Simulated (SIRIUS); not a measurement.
Runs of SIRIUS 7.12.0 on Mo. Symmetry: Im-3m, No. 229, cubic system. Conventional cell: a = 3.168 Å, b = 3.168 Å, c = 3.168 Å, α = 90.00°, β = 90.00°, γ = 90.00°. Mo (site symmetry m-3m) has 8 Mo at 2.74 Å as nearest neighbours. 

| task | level | potentials or basis | spin | cell | cutoff (eV) | smearing | muffin tin radii | basis cutoff (gk_cutoff) | lmax of density and potential | valence relativity | local orbitals (radial functions) | other keys | gap on the mesh (eV) | V0 of scaled cells (Å³/atom) | B0 (GPa) |
| --- | --- | --- | --- | --- | --- | --- | --- | --- | --- | --- | --- | --- | --- | --- | --- |
| single point | OPBE | all-electron FP-LAPW, apw+lo rich | off | cell strained at random | 168 | cold 0.02 eV | Mo 2.51 bohr | 3.51 1/bohr | 8 | iora | Mo 22 | - | none | - | - |
| equation of state | PBEsol | all-electron FP-LAPW, apw+lo standard | off | as given | 169 | fermi-dirac 0.05 eV | Mo 2.5 bohr | 3.52 1/bohr | 8 | iora | Mo 13 | - | - | (b) | 282 |
| equation of state | RPBE | all-electron FP-LAPW, apw+lo standard | off | as given | 169 | fermi-dirac 0.05 eV | Mo 2.5 bohr | 3.52 1/bohr | 8 | iora | Mo 13 | - | - | (a) | 251 |
| single point | AM05 | all-electron FP-LAPW, apw+lo lean | off | cell squeezed | 172 | cold 0.05 eV | Mo 2.48 bohr | 3.55 1/bohr | 8 | iora | Mo 8 | - | none | - | - |
| equation of state | LDA | all-electron FP-LAPW, apw+lo standard | off | as given | 169 | fermi-dirac 0.05 eV | Mo 2.5 bohr | 3.52 1/bohr | 8 | iora | Mo 13 | - | - | 15.05 | 295 |

Alike in all rows: k mesh 12 × 12 × 12.

Question: Estimate the missing entries.

Answer: (a) 15.98; (b) 15.31.

Caveats: the basis is light, so values aren't converged (some runs).

A k mesh can miss the band edges, and the runs leave out spin-orbit coupling on Mo.

A gap of «none» marks a metal or a gap under the smearing width.

Runs at the PBE level aren't shown here.
